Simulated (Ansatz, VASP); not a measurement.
One calculation of Bi, two programs

```xyz
5
Lattice="-4.4632 4.4632 2.1161 4.4632 -4.4632 2.1161 4.4632 4.4632 -2.1161" Properties=species:S:1:pos:R:3 pbc="T T T"
Bi    0.0000    0.0000    2.1161
Bi    0.0000    2.6068    0.0000
Bi    0.0000    6.3195    0.0000
Bi    2.6068    0.0000    0.0000
Bi    6.3195    0.0000    0.0000
```

Alike in both runs: functional PBE; k mesh 10 × 10 × 10; occupations gaussian, width 0.1 eV; no spin polarisation.

Ansatz relaxed the structure, and its values are those at the end. VASP's run is a single point on that final structure, the one shown.

|  | VASP | Ansatz |
| --- | --- | --- |
| version | VASP 6.6.1 | Ansatz 0.2.0 |
| potentials or method | VASP PAW PBE potentials, release 64 (Bi_d) | scalar-relativistic, plane waves, PAW |
| plane-wave cutoff (eV) | 520 | 420 |
| valence electrons in the cell | 75 | 75 |

```tsv
	VASP	Ansatz	Ansatz less VASP
gap on the k mesh at the Fermi level (eV)	none	none	-
pressure (GPa)	-0.1	0.0	+0.06
```

A gap of «none» marks a metal or a gap that the smearing closes. The functional is the same, so the differences come from potentials, cutoffs and numerics.

Caveats: spin-orbit coupling is left out, which moves the levels of the heavy elements.
